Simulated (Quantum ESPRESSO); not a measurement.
**CoO: zone-centre phonons under several settings**

```xyz
2
Lattice="0.0000 2.1315 2.1315 2.1315 0.0000 2.1315 2.1315 2.1315 0.0000" Properties=species:S:1:pos:R:3 pbc="T T T"
Co    0.0000    0.0000    0.0000
O     2.1315    2.1315    2.1315
```

All runs used Quantum ESPRESSO 7.5; k mesh 6 × 6 × 6, shifted; given cell, atoms relaxed; collinear spin, ferromagnetic start; occupations fermi-dirac, width 0.05 eV.

```csv
level,potentials,cutoff (eV),pressure (GPa),lowest optical mode without the field (cm⁻¹)
PBE,JTH 2.0 PBE,707,-1.7,159
PBE,SSSP 1.3 efficiency PBE,748,-1.8,83
PBE,GBRV 1.5 PBE,762,-1.4,91
PBE,SG15 PBE 1.2,1197,?,?
PBE,SPMS 1.0 PBE,1197,-2.5,142
PBE,PseudoDojo 0.4.1 SR PBE standard,1306,-1.9,142
PBE,PseudoDojo 0.4 SR PBE stringent,1415,-1.9,132
```

What stands in the row left open?

Pressure -1.2 GPa; lowest optical mode without the field 191 cm⁻¹.

Caveats: all runs use coarse meshes; the mesh is thin for the phonons of a metal; a cell with one magnetic atom can't hold antiferromagnetic order, which such compounds often take; before the sum rule the acoustic modes lie tens of cm⁻¹ from zero, a sign that the density grid also shifts the optical modes (some runs).

For the row left open. Caveat: the k mesh is coarse (spacing up to 0.43 Å⁻¹), so the values aren't converged; the mesh is thin for the phonons of a metal; before the sum rule the acoustic modes lie tens of cm⁻¹ from zero, a sign that the density grid also shifts the optical modes; a cell with one magnetic atom can't hold antiferromagnetic order, which such compounds often take.
